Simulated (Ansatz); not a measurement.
**HfC: response to a displaced atom**

HfC is deformed so: atom 1 (Hf) moved by (0.115, 0.115, 0.115) Å. What stress and forces result, by LAPW, PAW and all-electron datasets made for the crystal?

Program: Ansatz 0.2.0. Level of theory: DFT PBE, scalar-relativistic. These are calculated values, not measurements.

### Step 1. The starting structure

The structure is cubic, space group Fm-3m (No. 225). The conventional cell has a = 4.650 Å, b = 4.650 Å, c = 4.650 Å, α = 90.00°, β = 90.00°, γ = 90.00°. Around Hf (site symmetry m-3m) lie 6 C at 2.32 to 2.33 Å. C (site symmetry m-3m) is surrounded by 6 Hf at 2.32 to 2.33 Å.

Coordinates:

```cif
data_structure
_symmetry_space_group_name_H-M 'Fm-3m'
_symmetry_Int_Tables_number 225
_cell_length_a 4.6500
_cell_length_b 4.6500
_cell_length_c 4.6500
_cell_angle_alpha 90.000
_cell_angle_beta 90.000
_cell_angle_gamma 90.000
_cell_volume 100.54
loop_
_atom_site_label
_atom_site_type_symbol
_atom_site_symmetry_multiplicity
_atom_site_Wyckoff_symbol
_atom_site_fract_x
_atom_site_fract_y
_atom_site_fract_z
_atom_site_occupancy
Hf1 Hf 4 b 0.50000 0.00000 0.00000 1
C1 C 4 a 0.00000 0.00000 0.00000 1
```

The file gives the conventional cell by its symmetry; the runs use the cell typed in the input.

Atoms are numbered in the order of the input: Hf1, C2.

### Step 2. The deformed structure

Space group Fm-3m before, R3m after.

### Step 3. LAPW, all electrons

Contents of input.yaml:

```yaml
crystal:
  lattice:
    - [0.0, 2.325, 2.325]
    - [2.325, 0.0, 2.325]
    - [2.325, 2.325, 0.0]
  atoms:
    - { symbol: Hf, position: [0.5248322581, 0.5248322581, 0.5248322581] }
    - { symbol: C, position: [0.0, 0.0, 0.0] }
kpoints:
  mp_grid: { grid: [15, 15, 15] }
scf:
  occupations: { method: fermi_dirac, width: 0.05 }
hamiltonian:
  xc: pbe
  pseudopotentials: { kind: all_electron, lapw: { basis_error: 0.001 } }
output:
  forces: true
  stress: true
  eigenvalues: true
```

Run with:

```console
$ ansatz run input.yaml --threads 1 --pin off --max-ram 2048MiB --backend cpu --events-out ev --progress --plain --runs-dir out
```

### Step 4. Frozen-core PAW

Edit input.yaml of step 3 so:

```diff
@@ -14,3 +14,3 @@
   xc: pbe
-  pseudopotentials: { kind: all_electron, lapw: { basis_error: 0.001 } }
+  pseudopotentials: { kind: paw }
 output:
@@ -19 +19,6 @@
   eigenvalues: true
+  efg: { contact_densities: true }
+  write_density: true
+  write_potential: true
+  elf: true
+  volumetric_format: npy
```

### Step 5. Datasets made for this crystal

Edit input.yaml of step 4 so:

```diff
@@ -14,3 +14,3 @@
   xc: pbe
-  pseudopotentials: { kind: paw }
+  pseudopotentials: { kind: all_electron, datasets: crystal }
 output:
@@ -20,5 +20 @@
   efg: { contact_densities: true }
-  write_density: true
-  write_potential: true
-  elf: true
-  volumetric_format: npy
```

(Steps that only read results are left out.)

What does the calculation give? Wanted: pressure; largest shear or deviatoric stress; force on Hf1 along the move.

As calculated:

| quantity | value |
| --- | --- |
| pressure | LAPW 3.70, PAW 3.65, crystal datasets 3.70 GPa |
| largest shear or deviatoric stress (LAPW) | 1.34 GPa |
| force on Hf1 along the move | -1.316 eV/Å |

What this shows: The force on Hf1 points against the move, a stiffness of 6.58 eV/Å² with all periodic images moving together. No run of the undeformed cell stands beside it, so pressure and stress hold what the given cell had before the change, as far as its symmetry allows. PAW: stress within 0.06 GPa of LAPW, forces within 1 meV/Å. Crystal datasets: stress within 0.01 GPa of LAPW, forces within 1 meV/Å. Spin-orbit coupling is left out, though the cell holds Hf; in elements this heavy it can shift bands and gaps by tenths of an eV.
